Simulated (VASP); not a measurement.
## Lattice of BP, functional by functional

Aim: relax BP at several levels of theory and compare the cells. The starting structure is a measured crystal structure from the Crystallography Open Database.

Program: VASP 6.6.1. Level of theory: Kohn-Sham DFT with plane waves and PAW; PBEsol, LDA, PBE, PBEsol + D3(BJ), r2SCAN, r2SCAN + rVV10, vdW-DF-cx and AM05. Results are calculated unless marked as measured.

## Step 1: The structure

The structure is cubic, space group F-43m (No. 216). The conventional cell has a = 4.538 Å, b = 4.538 Å, c = 4.538 Å, α = 90.00°, β = 90.00°, γ = 90.00°. Nearest to P lie 4 B at 1.97 Å. B has 4 P at 1.97 Å nearest. Farther neighbours are not listed.

Structure file:

```xyz
2
Lattice="0.0000 2.2690 2.2690 2.2690 0.0000 2.2690 2.2690 2.2690 0.0000" Properties=species:S:1:pos:R:3 pbc="T T T"
P     3.4035    3.4035    3.4035
B     0.0000    0.0000    0.0000
```

## Step 2: Relaxation with PBEsol

PBEsol restores the gradient expansion of exchange and is tuned for the cells of solids.

File INCAR:

```
SYSTEM = BP
PREC = Accurate
ENCUT = 450
EDIFF = 1E-06
NELM = 100
ISMEAR = 0
SIGMA = 0.03
LREAL = .FALSE.
ALGO = Normal
GGA = PS
NBANDS = 10
LORBIT = 11
LWAVE = .FALSE.
LCHARG = .FALSE.
KPAR = 2
IBRION = 2
NSW = 50
ISIF = 3
EDIFFG = -0.01
```

File POSCAR:

```
BP
1.0
    0.0000000000      2.2690000000      2.2690000000
    2.2690000000      0.0000000000      2.2690000000
    2.2690000000      2.2690000000      0.0000000000
P B
1 1
Direct
    0.7500000000      0.7500000000      0.7500000000
    0.0000000000      0.0000000000      0.0000000000
```

File KPOINTS:

```
Automatic mesh
0
Gamma
8 8 8
0 0 0
```

Potentials, in the order of the species: P and B (PBE family, release 64).

Command:

```
mpirun -np 2 vasp_std
```

What it wrote:

```text
[banner, memory and clock lines left out]
running    2 mpi-ranks, on    1 nodes
 distrk:  each k-point on    1 cores,    2 groups
 distr:  one band on    1 cores,    1 groups

 POSCAR found type information on POSCAR P B
 POSCAR found :  2 types and       2 ions
|                                                                             |
|               ----> ADVICE to this user running VASP <----                  |
|                                                                             |
|     You enforced a specific xc type in the INCAR file but a different       |
|     [... a line on the potential file left out ...]
|     I HOPE YOU KNOW WHAT YOU ARE DOING!                                     |
|                                                                             |

 LDA part: xc-table for (Slater+PW92), standard interpolation
 POSCAR, INCAR and KPOINTS ok, starting setup
 FFT: planning ... GRIDC
 FFT: planning ... GRID_SOFT
 FFT: planning ... GRID
 WAVECAR not read
 entering main loop
       N       E                     dE             d eps       ncg     rms          rms(c)
DAV:   1     0.756757179757E+01    0.75676E+01   -0.35804E+03   580   0.630E+02
DAV:   2    -0.138330388854E+02   -0.21401E+02   -0.20415E+02   852   0.104E+02
DAV:   3    -0.143768971847E+02   -0.54386E+00   -0.54316E+00   724   0.157E+01
DAV:   4    -0.143787971816E+02   -0.19000E-02   -0.18997E-02   732   0.107E+00
DAV:   5    -0.143788046433E+02   -0.74617E-05   -0.74617E-05   676   0.614E-02    0.702E+00
DAV:   6    -0.137778940874E+02    0.60091E+00   -0.13442E+00   640   0.530E+00    0.377E+00
DAV:   7    -0.136789019651E+02    0.98992E-01   -0.24441E-01   738   0.260E+00    0.121E+00
DAV:   8    -0.136694322117E+02    0.94698E-02   -0.27251E-02   676   0.952E-01    0.178E-01
DAV:   9    -0.136695584710E+02   -0.12626E-03   -0.66260E-04   660   0.188E-01    0.994E-02
DAV:  10    -0.136696206334E+02   -0.62162E-04   -0.12360E-04   690   0.703E-02    0.224E-02
DAV:  11    -0.136696243192E+02   -0.36858E-05   -0.44112E-06   740   0.140E-02    0.242E-02
DAV:  12    -0.136696246829E+02   -0.36372E-06   -0.17542E-06   428   0.660E-03
   1 F= -.13669625E+02 E0= -.13669625E+02  d E =-.136696E+02
 curvature:   0.00 expect dE= 0.000E+00 dE for cont linesearch  0.000E+00
 trial: gam= 0.00000 g(F)=  0.124E-47 g(S)=  0.501E-02 ort = 0.000E+00 (trialstep = 0.100E+01)
 search vector abs. value=  0.501E-02
 bond charge predicted
       N       E                     dE             d eps       ncg     rms          rms(c)
DAV:   1    -0.136736190995E+02   -0.39948E-02   -0.10369E-01   638   0.209E+00    0.396E-01
DAV:   2    -0.136710054579E+02    0.26136E-02   -0.53144E-03   638   0.388E-01    0.218E-01
DAV:   3    -0.136702985063E+02    0.70695E-03   -0.15580E-03   658   0.190E-01    0.560E-02
DAV:   4    -0.136702544754E+02    0.44031E-04   -0.54730E-05   680   0.458E-02    0.455E-02
DAV:   5    -0.136702474910E+02    0.69843E-05   -0.13755E-05   700   0.222E-02    0.219E-02
DAV:   6    -0.136702480527E+02   -0.56168E-06   -0.38273E-07   326   0.434E-03
   2 F= -.13670248E+02 E0= -.13670248E+02  d E =-.623370E-03
 trial-energy change:   -0.000623  1 .order   -0.000587   -0.005010    0.003835
 step:   0.5724(harm=  0.5664)  dis= 0.00000  next Energy=   -13.671065 (dE=-0.144E-02)
 bond charge predicted
       N       E                     dE             d eps       ncg     rms          rms(c)
DAV:   1    -0.136716910686E+02   -0.14436E-02   -0.18851E-02   636   0.885E-01    0.167E-01
DAV:   2    -0.136712126674E+02    0.47840E-03   -0.98368E-04   640   0.166E-01    0.921E-02
DAV:   3    -0.136710812432E+02    0.13142E-03   -0.28105E-04   660   0.807E-02    0.228E-02
DAV:   4    -0.136710708075E+02    0.10436E-04   -0.10447E-05   682   0.199E-02    0.187E-02
DAV:   5    -0.136710679597E+02    0.28478E-05   -0.23792E-06   640   0.926E-03    0.923E-03
DAV:   6    -0.136710676263E+02    0.33340E-06   -0.70034E-08   304   0.184E-03
   3 F= -.13671068E+02 E0= -.13671068E+02  d E =-.144294E-02
 curvature:  -0.28 expect dE=-0.574E-08 dE for cont linesearch -0.574E-08
 trial: gam= 0.00000 g(F)=  0.159E-47 g(S)=  0.203E-07 ort =-0.101E-04 (trialstep = 0.914E+00)
 search vector abs. value=  0.204E-07
 reached required accuracy - stopping structural energy minimisation
```

Wall time 4.4 s (2 MPI ranks of Intel Xeon 6975P-C (Granite Rapids), shared host); peak memory 0.24 GiB.

The logs omit lines about the potential files and the build; timing stands in the text.

From OUTCAR (step 2):

```text
ion  position               nearest neighbor table
   1  0.750  0.750  0.750-   2 1.97   2 1.97   2 1.97   2 1.97
   2  0.000  0.000  0.000-   1 1.97   1 1.97   1 1.97   1 1.97

  LATTYP: Found a face centered cubic cell.
 ALAT       =     4.5380000000

 Subroutine GETGRP returns: Found 24 space group operations
 (whereof 24 operations were pure point group operations)

The static configuration has the point symmetry T_d .

 Found     29 irreducible k-points:

   k-points           NKPTS =     29   k-points in BZ     NKDIM =     29   number of bands    NBANDS=     10

   dimension x,y,z NGX =    24 NGY =   24 NGZ =   24
   dimension x,y,z NGXF=    48 NGYF=   48 NGZF=   48

   ENCUT  =  450.0 eV  33.07 Ry    5.75 a.u.   5.55  5.55  5.55*2*pi/ulx,y,z

   NELECT =       8.0000    total number of electrons

 k-points in reciprocal lattice and weights: Automatic mesh
   0.00000000  0.00000000  0.00000000       0.002
   0.12500000  0.00000000  0.00000000       0.016
   0.25000000  0.00000000  0.00000000       0.016
   0.37500000  0.00000000  0.00000000       0.016
   0.50000000  0.00000000  0.00000000       0.008
   0.12500000  0.12500000  0.00000000       0.012
   0.25000000  0.12500000  0.00000000       0.047
   0.37500000  0.12500000  0.00000000       0.047
   0.50000000  0.12500000  0.00000000       0.047
[...]
-0.37500000  0.50000000  0.12500000       0.023
  -0.25000000  0.50000000  0.25000000       0.012

 average (electrostatic) potential at core
       1 -81.0461       2 -24.7197

 E-fermi :   7.7005

 k-point     1 :       0.0000    0.0000    0.0000
  band No.  band energies     occupation
      1      -8.0603      2.00000
      2       7.5363      2.00000
      3       7.5363      2.00000
      4       7.5363      2.00000
      5      10.9087      0.00000
      6      10.9087      0.00000
      7      10.9087      0.00000
      8      15.0446      0.00000
      9      18.8534      0.00000
    ...

 k-point     2 :       0.1250    0.0000    0.0000
  band No.  band energies     occupation
      1      -7.7757      2.00000
      2       5.6538      2.00000
      3       7.0990      2.00000
      4       7.0990      2.00000
      5      11.4568      0.00000
      6      11.5113      0.00000
      7      11.5113      0.00000
      8      15.8074      0.00000
      9      18.7295      0.00000
    ...

 k-point     3 :       0.2500    0.0000    0.0000
  band No.  band energies     occupation
      1      -6.9401      2.00000
      2       2.6243      2.00000
      3       6.4009      2.00000
      4       6.4009      2.00000
      5      11.5403      0.00000
      6      12.2790      0.00000
      7      12.2790      0.00000
      8      17.1552      0.00000
      9      18.4602      0.00000
    ...

  Total        0.0005291      0.0005291      0.0005291     -0.0000000      0.0000000      0.0000000
  in kB        0.0366831      0.0366831      0.0366831     -0.0000000      0.0000000      0.0000000
  external PRESSURE =       0.0366831 kB  Pullay stress =       0.0000000 kB

  energy-cutoff  :      450.00
  volume of cell :       23.11
      direct lattice vectors                 reciprocal lattice vectors
     0.000000000  2.260757267  2.260757267    -0.221164832  0.221164832  0.221164832
     2.260757267  0.000000000  2.260757267     0.221164832 -0.221164832  0.221164832
     2.260757267  2.260757267  0.000000000     0.221164832  0.221164832 -0.221164832

 POSITION                                       TOTAL-FORCE (eV/Angst)
 -----------------------------------------------------------------------------------
      3.39114      3.39114      3.39114        -0.000000     -0.000000     -0.000000
      0.00000      0.00000      0.00000         0.000000      0.000000      0.000000
 -----------------------------------------------------------------------------------
    total drift:                               -0.000000     -0.000000     -0.000000

  FREE ENERGIE OF THE ION-ELECTRON SYSTEM (eV)
  ---------------------------------------------------
  free  energy   TOTEN  =       -13.6710676263 eV

  energy  without entropy=      -13.6710676263  energy(sigma->0) =      -13.67106763

 reached required accuracy - stopping structural energy minimisation

 total charge
# of ion       s       p       d       tot
------------------------------------------
    1        0.989   1.577   0.000   2.566
    2        0.666   1.282   0.000   1.947
--------------------------------------------------
tot          1.655   2.859   0.000   4.514

[... 3 further parts left out ...]
```

CONTCAR:

```
BP
   1.00000000000000
     0.0000000000000000    2.2607572667299403    2.2607572667299403
     2.2607572667299403    0.0000000000000000    2.2607572667299403
     2.2607572667299403    2.2607572667299403    0.0000000000000000
  P               B
     1     1
Direct
     0.7500000000000000    0.7500000000000000    0.7500000000000000
     0.0000000000000000    0.0000000000000000    0.0000000000000000
```

The PAW data sets were made with PBE, which is usual practice but a small mismatch for other functionals. The run keeps the 24 symmetry operations of its start, so it cannot find a distortion of lower symmetry.

With PBEsol the relaxed cell holds 11.555 Å³ an atom, -1.09 % against the measured cell, with a = 4.522 Å. Pressures at 0.985 and 1.015 times this volume, from two more relaxations that aren't shown, give a bulk modulus of 169.2 GPa.

## Step 3: Relaxation with LDA

LDA, the lowest rung, knows the local density alone. This run starts from the cell of an earlier relaxation, which isn't shown; the restart sets up the plane waves anew.

Changes to INCAR since step 2:

```diff
@@ -9,3 +9,3 @@
 ALGO = Normal
-GGA = PS
+GGA = CA
 NBANDS = 10
```

File POSCAR:

```
BP
1.0
    0.0000000000      2.2450185634      2.2450185634
    2.2450185634      0.0000000000      2.2450185634
    2.2450185634      2.2450185634      0.0000000000
P B
1 1
Direct
    0.7500000000      0.7500000000      0.7500000000
    0.0000000000      0.0000000000      0.0000000000
```

KPOINTS is that of step 2.

PAW data sets: P and B (LDA family, release 64).

Command:

```
mpirun -np 2 vasp_std
```

What it wrote:

```text
[banner, memory and clock lines left out]
running    2 mpi-ranks, on    1 nodes
[...]
LDA part: xc-table for (Slater(with rela. corr.)+CA(PZ))
 , standard interpolation
 POSCAR, INCAR and KPOINTS ok, starting setup
[...]
entering main loop
       N       E                     dE             d eps       ncg     rms          rms(c)
DAV:   1     0.528430431988E+01    0.52843E+01   -0.36788E+03   580   0.636E+02
DAV:   2    -0.147786430475E+02   -0.20063E+02   -0.19327E+02   818   0.106E+02
DAV:   3    -0.152963956652E+02   -0.51775E+00   -0.51686E+00   692   0.150E+01
DAV:   4    -0.152985836630E+02   -0.21880E-02   -0.21878E-02   724   0.117E+00
[...]
DAV:  10    -0.143968725460E+02    0.33018E-05   -0.13850E-04   646   0.707E-02    0.337E-02
DAV:  11    -0.143968745036E+02   -0.19575E-05   -0.67844E-06   720   0.139E-02    0.379E-02
DAV:  12    -0.143968741600E+02    0.34354E-06   -0.18518E-06   374   0.633E-03
   1 F= -.14396874E+02 E0= -.14396874E+02  d E =-.143969E+02
[...]
reached required accuracy - stopping structural energy minimisation
```

Run time: 2.2 s. Hardware: 2 MPI ranks; peak memory 0.22 GiB; 2.2 s of CPU time.

OUTCAR, selected parts (step 3):

```text
  Total       -0.0012899     -0.0012899     -0.0012899     -0.0000000     -0.0000000     -0.0000000
  in kB       -0.0913203     -0.0913203     -0.0913203     -0.0000000     -0.0000000     -0.0000000
  external PRESSURE =      -0.0913203 kB  Pullay stress =       0.0000000 kB

 POSITION                                       TOTAL-FORCE (eV/Angst)
 -----------------------------------------------------------------------------------
      3.36753      3.36753      3.36753         0.000000     -0.000000     -0.000000
      0.00000      0.00000      0.00000        -0.000000      0.000000      0.000000
 -----------------------------------------------------------------------------------
    total drift:                               -0.000000     -0.000000     -0.000000

  FREE ENERGIE OF THE ION-ELECTRON SYSTEM (eV)
  ---------------------------------------------------
  free  energy   TOTEN  =       -14.3968741600 eV

  energy  without entropy=      -14.3968741600  energy(sigma->0) =      -14.39687416

[... 2 parts as in an earlier step ...]

[... 2 further parts left out ...]
[key lines of the parts left out:]
E-fermi :   7.9852
```

With LDA the relaxed cell holds 11.315 Å³ an atom, -3.14 % against the measured cell, with a = 4.490 Å. That is -2.07 % from PBEsol. Pressures at 0.985 and 1.015 times this volume, from two more relaxations that aren't shown, give a bulk modulus of 175.4 GPa.

## Step 4: Relaxation with PBE

PBE, the usual starting point, adds the gradient of the density.

Changes to INCAR since step 3:

```diff
@@ -9,3 +9,3 @@
 ALGO = Normal
-GGA = CA
+GGA = PE
 NBANDS = 10
```

File POSCAR:

```
BP
1.0
    0.0000000000      2.2690000000      2.2690000000
    2.2690000000      0.0000000000      2.2690000000
    2.2690000000      2.2690000000      0.0000000000
P B
1 1
Direct
    0.7500000000      0.7500000000      0.7500000000
    0.0000000000      0.0000000000      0.0000000000
```

KPOINTS is that of step 3.

Potentials, in the order of the species: P and B (PBE family, release 64).

Command:

```
mpirun -np 2 vasp_std
```

What it wrote:

```text
[banner, memory and clock lines left out]
running    2 mpi-ranks, on    1 nodes
[...]
LDA part: xc-table for (Slater+PW92), standard interpolation
 POSCAR, INCAR and KPOINTS ok, starting setup
[...]
entering main loop
       N       E                     dE             d eps       ncg     rms          rms(c)
DAV:   1     0.838943175064E+01    0.83894E+01   -0.35802E+03   580   0.629E+02
DAV:   2    -0.130877025717E+02   -0.21477E+02   -0.20496E+02   852   0.104E+02
DAV:   3    -0.136342968019E+02   -0.54659E+00   -0.54589E+00   724   0.158E+01
DAV:   4    -0.136362328413E+02   -0.19360E-02   -0.19357E-02   728   0.108E+00
[...]
DAV:  10    -0.129280351409E+02   -0.19978E-03   -0.28707E-04   692   0.110E-01    0.291E-02
DAV:  11    -0.129280445887E+02   -0.94479E-05   -0.10221E-05   750   0.228E-02    0.312E-02
DAV:  12    -0.129280455545E+02   -0.96578E-06   -0.37214E-06   672   0.105E-02
   1 F= -.12928046E+02 E0= -.12928046E+02  d E =-.129280E+02
[...]
DAV:   3    -0.129282581745E+02    0.18824E-03   -0.38689E-04   662   0.948E-02    0.301E-02
DAV:   4    -0.129282413962E+02    0.16778E-04   -0.15679E-05   670   0.242E-02    0.240E-02
DAV:   5    -0.129282368189E+02    0.45773E-05   -0.39448E-06   680   0.121E-02    0.121E-02
DAV:   6    -0.129282363515E+02    0.46745E-06   -0.13045E-07   314   0.251E-03
   2 F= -.12928236E+02 E0= -.12928236E+02  d E =-.190797E-03
 trial-energy change:   -0.000191  1 .order   -0.000200   -0.001378    0.000979
 step:   0.5793(harm=  0.5847)  dis= 0.00000  next Energy=   -12.928443 (dE=-0.397E-03)
[...]
N       E                     dE             d eps       ncg     rms          rms(c)
DAV:   1    -0.129285955667E+02   -0.35875E-03   -0.49592E-03   646   0.453E-01    0.869E-02
DAV:   2    -0.129284756304E+02    0.11994E-03   -0.25147E-04   642   0.838E-02    0.480E-02
DAV:   3    -0.129284444292E+02    0.31201E-04   -0.69162E-05   660   0.401E-02    0.127E-02
DAV:   4    -0.129284429838E+02    0.14454E-05   -0.27178E-06   618   0.101E-02    0.100E-02
DAV:   5    -0.129284433108E+02   -0.32696E-06   -0.69949E-07   318   0.525E-03
   3 F= -.12928443E+02 E0= -.12928443E+02  d E =-.397756E-03
[...]
reached required accuracy - stopping structural energy minimisation
```

It took 4.2 s on 2 MPI ranks; peak memory 0.23 GiB; 4.9 s of CPU time.

Parts of OUTCAR (step 4):

```text
  Total        0.0012244      0.0012244      0.0012244     -0.0000000      0.0000000     -0.0000000
  in kB        0.0834826      0.0834826      0.0834826     -0.0000000      0.0000000     -0.0000000
  external PRESSURE =       0.0834826 kB  Pullay stress =       0.0000000 kB

 POSITION                                       TOTAL-FORCE (eV/Angst)
 -----------------------------------------------------------------------------------
      3.41006      3.41006      3.41006        -0.000000     -0.000000     -0.000000
      0.00000      0.00000      0.00000         0.000000      0.000000      0.000000
 -----------------------------------------------------------------------------------
    total drift:                               -0.000000     -0.000000     -0.000000

  FREE ENERGIE OF THE ION-ELECTRON SYSTEM (eV)
  ---------------------------------------------------
  free  energy   TOTEN  =       -12.9284433108 eV

  energy  without entropy=      -12.9284433108  energy(sigma->0) =      -12.92844331

[... 2 parts as in an earlier step ...]

[... 2 further parts left out ...]
[key lines of the parts left out:]
E-fermi :   7.5646
```

With PBE the relaxed cell holds 11.749 Å³ an atom, +0.58 % against the measured cell, with a = 4.547 Å. That is +1.68 % from PBEsol. Pressures at 0.985 and 1.015 times this volume, from two more relaxations that aren't shown, give a bulk modulus of 162.0 GPa.

(Part 1 of 2 ends here.)

[Lines on the potential files, build, host, timing and source positions are cut from VASP's logs without a mark.]

[Logs are printed without paths, hosts, clocks, repeated set-up lines and the standing remarks that a program may print on its own settings, such as how far it seeks lower states.]

[Hosts, paths, dates, database ids (printed as entryN), source tags and the programs' standing remarks are cut or masked in the printed files.]
